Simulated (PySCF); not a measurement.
# Pb in PySCF: convergence with k mesh

Input of the first run (k mesh 3 × 3 × 3); the others differ in this setting and in those tied to it:

File run.py:

```python
import json
import numpy as np
from pyscf.pbc import gto, scf, dft, df

cell = gto.Cell()
cell.a = '''
  0.0000000000    2.4750200000    2.4750200000
  2.4750200000    0.0000000000    2.4750200000
  2.4750200000    2.4750200000    0.0000000000'''
cell.atom = '''
Pb   0.0000000000    0.0000000000    0.0000000000'''
cell.unit = 'A'
cell.basis = 'DZVP-MOLOPT-SR-GTH-q4'
cell.pseudo = 'GTH-PBE-q4'
cell.ke_cutoff = 58  # hartree
cell.exp_to_discard = 0.02
cell.precision = 1e-08
cell.space_group_symmetry = True
cell.symmorphic = False
cell.max_memory = 2940  # MB
cell.verbose = 4
cell.build()

res = {}
kpts = cell.make_kpts([3, 3, 3], space_group_symmetry=True, time_reversal_symmetry=True)
cell.space_group_symmetry = False  # the mesh holds the operations; no search on the supercells of the integral code
mf = dft.KRKS(cell, kpts, xc='pbe')
mf = mf.multigrid_numint()
mf = mf.smearing(sigma=0.00183747, method='fermi')  # hartree
mf.conv_tol = 1e-07
mf.max_cycle = 60

mf.kernel()
res.update(converged=bool(mf.converged), e_tot=mf.e_tot, nelec=cell.nelectron, nao=cell.nao, mesh=list(map(int, cell.mesh)), a=cell.lattice_vectors().tolist(), coords=cell.atom_coords().tolist(),
           mo_energy=[np.real(x).tolist() for x in mf.mo_energy], mo_occ=[np.real(x).tolist() for x in mf.mo_occ])
res.update(e_free=mf.e_free, e_zero=mf.e_zero)
res.update(kpts=kpts.kpts_scaled_ibz.tolist(), weights=kpts.weights_ibz.tolist())
res['parts'] = {k: float(np.real(v)) for k, v in mf.scf_summary.items() if np.isscalar(v)}
json.dump(res, open('results.json', 'w'))
if not mf.converged:
    raise SystemExit('SCF not converged')

print('levels (eV)')
for i, kp in enumerate(res['kpts'][:40]):
    print('k %7.4f %7.4f %7.4f  ' % tuple(kp), ' '.join('%.3f' % (x * 27.211386) for x in res['mo_energy'][i][:7]))

mf = mf.to_khf()  # unfold to the whole mesh
kpts = mf.kpts
# Mulliken populations
dm, s = np.asarray(mf.make_rdm1()), np.asarray(mf.get_ovlp())
sites = cell.aoslice_by_atom()[:, 2:]
tot = np.einsum('kij,kji->i', dm, s).real / len(kpts)
res['mulliken'] = [cell.atom_charge(i) - tot[a0:a1].sum() for i, (a0, a1) in enumerate(sites)]
print('Mulliken charges', np.round(res['mulliken'], 5))
res['meta_lowdin'] = mf.mulliken_meta()[1].tolist()
res['done'] = True
json.dump(res, open('results.json', 'w'))
```

Potentials or basis: DZVP-MOLOPT-SR/GTH-PBE (potentials made for PBE).

The run is started by

```bash
$ OMP_NUM_THREADS=2 python -u run.py > log
```

Hardware: 2 threads of Arm Neoverse V1, with other jobs on the host.

```
   k mesh  energy less the tightest run, at zero smearing (meV/atom)  SCF cycles  CPU time (s)  peak memory (GiB)
3 × 3 × 3                                                     256.00           4            13                0.2
4 × 4 × 4                                                     179.32           4            22               0.34
5 × 5 × 5                                                      45.30           3            48               0.53
7 × 7 × 7                                                       0.00           3           530                2.5
8 × 8 × 8                                      timed out after 750 s           -             -                  -
9 × 9 × 9                                      timed out after 750 s           -             -                  -
```

Not settled before the last step: the energy (to 1 meV/atom). Meshes of other sizes hit other points, so gaps and Fermi surfaces needn't settle smoothly. The tightest run that finished is the yardstick and may itself not be fully converged.

Caveat, for the tightest run too: the basis of atomic orbitals isn't converged, which shifts pressures, moduli and gaps. The run has no spin-orbit coupling, so splittings on Pb are missing.
